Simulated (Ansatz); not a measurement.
**InAs under changes of volume**

One of the cells (23.821 Å³/atom); the others are scaled copies at fixed shape and fractional positions:

```
In As
1.0
     0.00000    2.87730    2.87730
     2.87730    0.00000    2.87730
     2.87730    2.87730    0.00000
In As
1 1
Direct
  0.50000 0.50000 0.50000
  0.00000 0.00000 0.00000
```

Measurements of this composition are mostly on another form, of space group No. 216.

```yaml
Program: Ansatz 0.2.0
Functional: LDA
Potentials_or_basis: Ansatz PAW
Cutoff: "420 eV (not typed: the program's choice for these potentials)"
k_mesh: 8 × 8 × 8
Occupations: fermi-dirac, width 0.05 eV
Spin: no spin polarisation
```

| volume (Å³/atom) | energy over the lowest point (meV/atom) | pressure (GPa) |
| --- | --- | --- |
| 22.392 | 0.00 | -1.3 |
| 22.868 | ? | ? |
| 23.344 | 16.23 | -4.0 |
| 23.821 | 29.77 | -5.1 |
| 24.297 | 46.35 | -6.0 |
| 24.774 | 65.60 | -6.8 |
| 25.250 | 87.16 | -7.6 |

Task: What does the run at 22.868 Å³/atom give?

Result: Energy over the lowest point 6.15 meV/atom; pressure -2.7 GPa.

Worked out: A Birch-Murnaghan fit of order 3 (a polynomial in V^(-2/3)) to the other rows has its minimum at 21.99 Å³/atom, just outside them, with B0 = V·E''(V) = 77 GPa and B' = 4.9. It gives 6.15 meV/atom at 22.868 Å³/atom, against the run's 6.15, and -dE/dV = -2.8 GPa, against -2.7.

Energies are extrapolated to zero smearing.

Caveats: the PAW data sets come from PBE, with cores solved anew for the run's functional, which leaves a small shift of forces and pressure.
